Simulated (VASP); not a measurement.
# CaSe (Fm-3m) in VASP: notebook

The runs below take CaSe through single point, with r2SCAN.

Everything below comes from runs of VASP 6.6.1. Logs are shortened: lines on timing, memory, paths and dates and some standing lists are left out, and cuts for length are marked.

**1. The crystal as given**

Symmetry: Fm-3m, No. 225, cubic system. The conventional cell has a = 5.912 Å, b = 5.912 Å, c = 5.912 Å, α = 90.00°, β = 90.00°, γ = 90.00°. Around Se (site symmetry m-3m) lie 6 Ca at 2.96 Å. Ca (site symmetry m-3m) is surrounded by 6 Se at 2.96 Å.

**2. Single point, r2SCAN**

The input, INCAR:

```
SYSTEM = CaSe
PREC = Accurate
ENCUT = 450
EDIFF = 1E-6
ISMEAR = 0
SIGMA = 0.05
LREAL = .FALSE.
LASPH = .TRUE.
NELM = 100
ALGO = Normal
ISIF = 2
LWAVE = .FALSE.
LCHARG = .FALSE.
METAGGA = R2SCAN
LMIXTAU = .TRUE.
ADDGRID = .FALSE.
```

The input, KPOINTS:

```
regular mesh
0
G
  6 6 6
  0 0 0
```

The input, POSCAR:

```
CaSe
1.0
    0.0000000000      2.9560000000      2.9560000000
    2.9560000000      0.0000000000      2.9560000000
    2.9560000000      2.9560000000      0.0000000000
Se Ca
1 1
Direct
    0.5000000000      0.5000000000      0.5000000000
    0.0000000000      0.0000000000      0.0000000000
```

Potentials or basis: VASP PAW PBE potentials, release 64 (Se, Ca_sv).

The run is started by

```console
$ cat potpaw_PBE.64/Se/POTCAR potpaw_PBE.64/Ca_sv/POTCAR > POTCAR
$ mpirun -np 1 vasp_std > vasp.out
```

OUTCAR:

```text
SYSTEM = CaSe
   PREC = Accurate
   ENCUT = 450
   EDIFF = 1E-6
   ISMEAR = 0
   LREAL = .FALSE.
   LASPH = .TRUE.
   NELM = 100
   ISIF = 2
   METAGGA = R2SCAN

 Found     16 irreducible k-points:

 Following reciprocal coordinates:
            Coordinates               Weight
  0.000000  0.000000  0.000000      1.000000
  0.166667  0.000000  0.000000      8.000000
  0.333333  0.000000  0.000000      8.000000
  0.500000  0.000000  0.000000      4.000000
  0.166667  0.166667  0.000000      6.000000
  0.333333  0.166667  0.000000     24.000000
   k-points           NKPTS =     16   k-points in BZ     NKDIM =     16   number of bands    NBANDS=     12
   number of dos      NEDOS =    301   number of ions     NIONS =      2
   total plane-waves  NPLWV =  27000
   dimension x,y,z NGX =    30 NGY =   30 NGZ =   30
   dimension x,y,z NGXF=    60 NGYF=   60 NGZF=   60
   ions per type =               1   1
   NGX,Y,Z   is equivalent  to a cutoff of  11.93, 11.93, 11.93 a.u.
   NGXF,Y,Z  is equivalent  to a cutoff of  23.86, 23.86, 23.86 a.u.
 SYSTEM =  CaSe
   PREC   = accura    normal or accurate (medium, high low for compatibility)
   ISTART =      0    job   : 0-new  1-cont  2-samecut
   ICHARG =      2    charge: 1-file 2-atom 10-const
   ISPIN  =      1    spin polarized calculation?
   LNONCOLLINEAR =      F non collinear calculations
   LSORBIT =      F    spin-orbit coupling
   LASPH  =      T    aspherical Exc in radial PAW
   ENCUT  =  450.0 eV  33.07 Ry    5.75 a.u.   7.23  7.23  7.23*2*pi/ulx,y,z
   NELM   =    100;   NELMIN=  2; NELMDL= -5     # of ELM steps
   EDIFF  = 0.1E-05   stopping-criterion for ELM
   LREAL  =      F    real-space projection
   EDIFFG = 0.1E-04   stopping-criterion for IOM
   NSW    =      0    number of steps for IOM
   IBRION =     -1    ionic relax: 0-MD 1-quasi-New 2-CG
   NFREE  =      0    steps in history (QN), initial steepest desc. (CG)
   ISIF   =      2    stress and relaxation
   ISYM   =      2    0-nonsym 1-usesym 2-fastsym
   POTIM  = 0.5000    time-step for ionic-motion
   TEBEG  =    0.0;   TEEND  =   0.0 temperature during run
   PSTRESS=    0.0 pullay stress
   NELECT =      16.0000    total number of electrons
   NUPDOWN=      -1.0000    fix difference up-down
   EMIN   =  10.00;   EMAX   =-10.00  energy-range for DOS
   EFERMI =   0.00;   METHOD = LEGACY
   ISMEAR =     0;   SIGMA  =   0.05  broadening in eV -4-tet -1-fermi 0-gaus
   EFERMI_NEDOS =   21; number of points for ismear=-14 and -15
   IALGO  =     38    algorithm
   IMIX   =      4    mixing-type and parameters
     AMIX     =   0.40;   BMIX     =  1.00
     AMIX_MAG =   1.60;   BMIX_MAG =  1.00
  volume/ion in A,a.u.               =      25.83       174.30
  Fermi-wavevector in a.u.,A,eV,Ry     =   1.107645  2.093145 16.692666  1.226876
  Thomas-Fermi vector in A             =   2.244161
   LORBIT       =      0    0 simple, 1 ext, 2 COOP (PROOUT), +10 PAW based schemes
   METAGGA = R2SCAN    functional components
   LHFCALC =     F    Hartree Fock is set to
   AEXX    =    0.0000 exact exchange contribution
   IVDW    =     0    specifies the selected vdW correction
   LEPSILON=     F    determine dielectric tensor
   LRPA    =     F    only Hartree local field effects (RPA)
 non-spin polarized calculation
 Gauss-broadening in eV      SIGMA  =   0.05
  energy-cutoff  :      450.00
  volume of cell :       51.66
 maximum number of plane-waves:      1139
 NGX is ok and might be reduce to    30
   NGX = 15   NGY = 15   NGZ = 15

 number of electron      15.9999998 magnetization

 Free energy of the ion-electron system (eV)
  ---------------------------------------------------
  ext. energy  EPLUGINS =         0.00000000
  ---------------------------------------------------
  free energy    TOTEN  =       -25.97514119 eV

  energy without entropy =      -25.97514119  energy(sigma->0) =      -25.97514119

 E-fermi :   2.4154     XC(G=0):  -9.5880

 val. band max:        2.1947534610   @ k =   0.0000   0.0000   0.0000
 cond. band min:       4.6838789716   @ k =   0.5000   0.5000   0.0000
 fundamental gap:      2.4891255106
 Fermi energy:         2.4154412020

 k-point     1 :       0.0000    0.0000    0.0000
  band No.  band energies     occupation
      1     -39.0952      2.00000
      2     -19.2067      2.00000
      3     -19.2067      2.00000
      4     -19.2067      2.00000
      5     -10.0053      2.00000
      6       2.1947      2.00000
      7       2.1947      2.00000
      8       2.1948      2.00000
      9       6.3423      0.00000
     10       6.4212      0.00000
     11       6.4212      0.00000
     12       6.4212      0.00000

 k-point     2 :       0.1667    0.0000    0.0000
  band No.  band energies     occupation
      1     -39.0935      2.00000
      2     -19.2367      2.00000
      3     -19.2085      2.00000
      4     -19.2085      2.00000
      5      -9.8385      2.00000
      6       1.0541      2.00000
      7       1.8149      2.00000
      8       1.8149      2.00000
      9       6.4076      0.00000
     10       6.7931      0.00000
     11       6.7932      0.00000
     12       7.7221      0.00000

 k-point     3 :       0.3333    0.0000    0.0000
  band No.  band energies     occupation
      1     -39.0901      2.00000
      2     -19.2955      2.00000
      3     -19.2121      2.00000
      4     -19.2121      2.00000
      5      -9.4771      2.00000
      6      -0.4680      2.00000
      7       1.2373      2.00000
      8       1.2373      2.00000
      9       6.7237      0.00000
     10       7.6570      0.00000
     11       7.6570      0.00000
     12       8.9797      0.00000

 k-point     4 :       0.5000    0.0000    0.0000
  band No.  band energies     occupation
      1     -39.0884      2.00000
      2     -19.3242      2.00000
      3     -19.2139      2.00000
      4     -19.2138      2.00000
      5      -9.2786      2.00000
      6      -1.0897      2.00000
      7       1.0015      2.00000
      8       1.0015      2.00000
      9       7.3187      0.00000
     10       8.2968      0.00000
     11       8.3177      0.00000
     12       8.3177      0.00000

 k-point     5 :       0.1667    0.1667    0.0000
  band No.  band energies     occupation
      1     -39.0929      2.00000
      2     -19.2333      2.00000
      3     -19.2150      2.00000
      4     -19.2149      2.00000
      5      -9.8011      2.00000
      6       0.7997      2.00000
      7       1.8353      2.00000
      8       1.8353      2.00000
      9       5.8578      0.00000
     10       6.9875      0.00000
     11       7.2022      0.00000
     12       7.3491      0.00000

 k-point     6 :       0.3333    0.1667    0.0000
  band No.  band energies     occupation
      1     -39.0901      2.00000
      2     -19.2743      2.00000
      3     -19.2209      2.00000
      4     -19.2196      2.00000
      5      -9.5447      2.00000
      6      -0.1216      2.00000
      7       1.2217      2.00000
      8       1.4188      2.00000
      9       5.9549      0.00000
     10       7.7113      0.00000
     11       7.7481      0.00000
     12       8.3367      0.00000

 [... further k-points ...]
[... 5 lines left out ...]
  --------------------------------------------------------------------------------------
  -------------------------------------------------------------------------------------
  Total        0.2759325      0.2759325      0.2759325      0.0000000      0.0000000     -0.0000000
  in kB        8.5579587      8.5579587      8.5579587      0.0000000      0.0000000     -0.0000000
  external PRESSURE =       8.5579587 kB  Pullay stress =       0.0000000 kB

 VOLUME and BASIS-vectors are now :
 -----------------------------------------------------------------------------
  energy-cutoff  :      450.00
  volume of cell :       51.66
      direct lattice vectors                 reciprocal lattice vectors
     0.000000000  2.956000000  2.956000000    -0.169147497  0.169147497  0.169147497
     2.956000000  0.000000000  2.956000000     0.169147497 -0.169147497  0.169147497
     2.956000000  2.956000000  0.000000000     0.169147497  0.169147497 -0.169147497

 POSITION                                       TOTAL-FORCE (eV/Angst)
 -----------------------------------------------------------------------------------
      2.95600      2.95600      2.95600         0.000000     -0.000000      0.000000
      0.00000      0.00000      0.00000        -0.000000      0.000000      0.000000
 -----------------------------------------------------------------------------------
    total drift:                               -0.000000      0.000000      0.000000

  FREE ENERGIE OF THE ION-ELECTRON SYSTEM (eV)
  ---------------------------------------------------
  free  energy   TOTEN  =       -25.9751411859 eV

  energy  without entropy=      -25.9751411858  energy(sigma->0) =      -25.97514119
```

Run time: 37 s. Hardware: 1 thread of Intel Xeon Platinum 8488C (Sapphire Rapids), shared host; peak memory 0.16 GiB.

These settings aren't checked as converged: the numbers below hold their error.

Results:

- Free energy: -25.9751 eV
- Pressure: 0.9 GPa
- Band gap on the k mesh: 2.49 eV, indirect (least direct gap 3.44 eV)

Caveat: the PAW data sets were made with another functional, which shifts forces and pressure a little.

**3. Single point, r2SCAN**

INCAR is that of step 2.

KPOINTS is that of step 2.

The input, POSCAR:

```
CaSe
1.0
    0.0000000000      2.9560000000      2.9560000000
    2.9560000000      0.0000000000      2.9560000000
    2.9560000000      2.9560000000      0.0000000000
Se Ca
1 1
Direct
    0.5137070000      0.4880300000      0.5023060000
    0.0084580000     -0.0027510000     -0.0091450000
```

Potentials or basis: VASP PAW PBE potentials, release 64 (Se, Ca_sv).

The run is started by

```console
$ cat potpaw_PBE.64/Se/POTCAR potpaw_PBE.64/Ca_sv/POTCAR > POTCAR
$ mpirun -np 1 vasp_std > vasp.out
```

Wall time 3.2 min (1 thread of Intel Xeon Platinum 8488C (Sapphire Rapids), shared host); peak memory 0.21 GiB.

These settings aren't checked as converged: the numbers below hold their error.

What came out:

* Free energy: -25.9706 eV
* Pressure: 0.9 GPa
* Largest force: 0.176 eV/Å
* Band gap on the k mesh: 2.49 eV, indirect (least direct gap 3.44 eV)

Caveat: the PAW data sets were made with another functional, which shifts forces and pressure a little.

(Continued in part 2 of 2.)
